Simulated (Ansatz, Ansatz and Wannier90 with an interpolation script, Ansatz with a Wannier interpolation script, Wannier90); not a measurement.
An input for Ansatz 0.2.0 (GaN (I-4m2)):

```yaml
crystal:
  lattice:
    - [0.0, 2.2084305978, 2.2969517644]
    - [2.2084305978, 0.0, 2.2969517644]
    - [2.2084305978, 2.2084305978, 0.0]
  atoms:
    - { symbol: Ga, position: [0.0, 0.0, 0.0] }
    - { symbol: "N", position: [0.25, 0.25, 0.25] }
kpoints:
  mp_grid: { grid: [8, 8, 8] }
hamiltonian:
  xc: lda
scf:
  occupations: { method: fixed }
gw:
  n_empty_bands: 102
  ecut_chi: 160.0
  qp_bands: [v3, c1]
  screening: { model: contour_deformation }
```

```sh
ansatz run input.yaml --threads 14 --pin off --max-ram 73728MiB --backend cpu --events-out ev --progress --plain --runs-dir out
```

Q: Estimate wall time and host memory on 14 threads of Arm Neoverse V2, shared host.

It took 2.8 min; on shared hardware allow 84 s to 5.6 min. Peak host memory was 0.71 GiB. The sizes that set the cost: 427 plane waves a state, 59 irreducible k points, 111 bands summed, 113 plane waves in the screening and 6 SCF cycles.

The screening grows as filled bands × empty bands × pairs of k points, times the square of the screening basis for the matrix.

[Paths, hosts, dates, memory and timing lines, banners, echoed tables and standing remarks are left out of the program output.]

[Logs are printed without paths, hosts, clocks, repeated set-up lines and the standing remarks that a program may print on its own settings, such as how far it seeks lower states.]

[Runs of the session that timed out or met a known fault of the program may be left out.]

[Hosts, paths, dates, database ids (printed as entryN), source tags and the programs' standing remarks are cut or masked in the printed files.]
